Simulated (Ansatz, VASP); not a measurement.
# One calculation of GaSb, two programs

File INCAR:

```
ALGO = Normal
EDIFF = 1E-6
ENCUT = 520
ISIF = 2
ISMEAR = -1
LASPH = T
LCHARG = T
LELF = T
LREAL = F
LVHAR = T
LWAVE = F
NBANDS = 16
NELM = 60
PREC = Accurate
SIGMA = 0.05
```

KPOINTS

```
k-points
0
Gamma
  10 10 10
```

The input POSCAR:

```
GaSb
1.0
   -2.7716691937      2.7716691937      1.6012417905
    2.7716691937     -2.7716691937      1.6012417905
    2.7716691937      2.7716691937     -1.6012417905
Sb Ga
1 1
Direct
    0.0000000000      0.0000000000      0.0000000000
    0.7500000000      0.2500000000      0.5000000000
```

input.yaml

```yaml
crystal:
  lattice:
    - [-2.7716691937, 2.7716691937, 1.6012417905]
    - [2.7716691937, -2.7716691937, 1.6012417905]
    - [2.7716691937, 2.7716691937, -1.6012417905]
  atoms:
    - { symbol: Sb, position: [0.0, 0.0, 0.0] }
    - { symbol: Ga, position: [0.75, 0.25, 0.5] }
kpoints:
  mp_grid: { grid: [10, 10, 10] }
scf:
  occupations: { method: fermi_dirac, width: 0.05 }
hamiltonian:
  xc: lda
  pseudopotentials: { kind: all_electron, lapw: { basis_error: 0.001 } }
output:
  forces: true
  stress: true
  eigenvalues: true
```

Change from the starting cell: volume scaled by 1.02.

Alike in both runs: task single point; functional LDA; k mesh 10 × 10 × 10; occupations fermi-dirac, width 0.05 eV; no spin polarisation.

|  | VASP | Ansatz |
| --- | --- | --- |
| version | VASP 6.6.1 | Ansatz 0.2.0 |
| potentials or method | VASP PAW LDA potentials, release 64 (Sb, Ga_d) | all-electron LAPW, scalar-relativistic |
| plane-wave cutoff (eV) | 520 | see its input |

Ansatz gave:

- gap on the k mesh at the Fermi level (eV): none
- pressure (GPa): -5.1
- largest component of the traceless stress (GPa): 0.15

Problem. What did VASP give for the same quantities?

Solution. gap on the k mesh at the Fermi level (eV): none; pressure (GPa): -5.1; largest component of the traceless stress (GPa): 0.16.

A gap of «none» marks a metal or a gap that the smearing closes. Ansatz ran all-electron here, so the differences hold the error of VASP's frozen core and of both bases.

The runs have no spin-orbit coupling, so splittings on Sb are missing.
